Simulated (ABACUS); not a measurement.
## Nb: relaxation of cell and atoms with HCTH407

Nb:

```
CELL_PARAMETERS angstrom
-1.66395 1.66395 1.66395
1.66395 -1.66395 1.66395
1.66395 1.66395 -1.66395
ATOMIC_POSITIONS crystal
Nb 0.00000 0.00000 0.00000
```

```yaml
Program: ABACUS 3.10.1
Task: relaxation of cell and atoms
Functional: HCTH407
Potentials_or_basis: Ansatz NC PBE
Cutoff: 1116 eV
Density_cutoff: 4463 eV
Basis: plane waves
k_mesh: 9 × 9 × 9
Occupations: fermi-dirac, width 0.05 eV
Spin: no spin polarisation
Max_steps_of_the_relaxation: 60
Force_threshold: 0.01 eV/Å
Optimiser: cg
Stress_threshold: 0.5 kbar
Radial_cutoff_of_the_potentials_pseudo_rcut: 10 bohr
SCF_threshold_on_the_density: 1e-08
Max_SCF_steps: 100
Eigensolver: dav
Mixing: broyden
Mixing_share: 0.7
Symmetry_key: 1
Bands: 11
```

The relaxed volume is 17.65 Å³/atom and the relaxed cell is a = 2.841 Å, b = 2.841 Å, c = 2.841 Å, α = 109.47°, β = 109.47°, γ = 109.47°. The space group after relaxing (to 0.05 Å) is Im-3m (No. 229) and the energy gained by relaxing is 18.1 meV/atom. The ionic steps are 4 and the pressure after relaxing is 0.0 GPa. The band gap on the k mesh is none (metal or under the smearing width).

The path:
```
step  energy change (eV)  largest force (eV/Å)  pressure (GPa)  volume (Å³)
   1              0.0000                0.0000           -7.25        18.43
   2              0.0570                0.0000           17.86        16.22
   3             -0.0181                0.0000           -0.21        17.67
   4             -0.0181                0.0000            0.01        17.65
```

Final structure:
```xyz
1
Lattice="-1.6403 1.6403 1.6403 1.6403 -1.6403 1.6403 1.6403 1.6403 -1.6403" Properties=species:S:1:pos:R:3 pbc="T T T"
Nb    0.0000    0.0000    0.0000
```

Levels at points of the mesh, in eV from the Fermi level:
```tsv
k point	band 4	band 5	band 6	band 7	band 8	band 9
(0.00, 0.00, 0.00)	-29.90	-6.01	0.49	0.49	0.49	3.29
```

It took 3.8 s on 4 MPI ranks on AMD EPYC 9R45 96-Core Processor (Zen 5) (shared host), peak memory 0.36 GiB a rank.

Caveat: the potentials were made for another functional, which shifts forces and pressure.
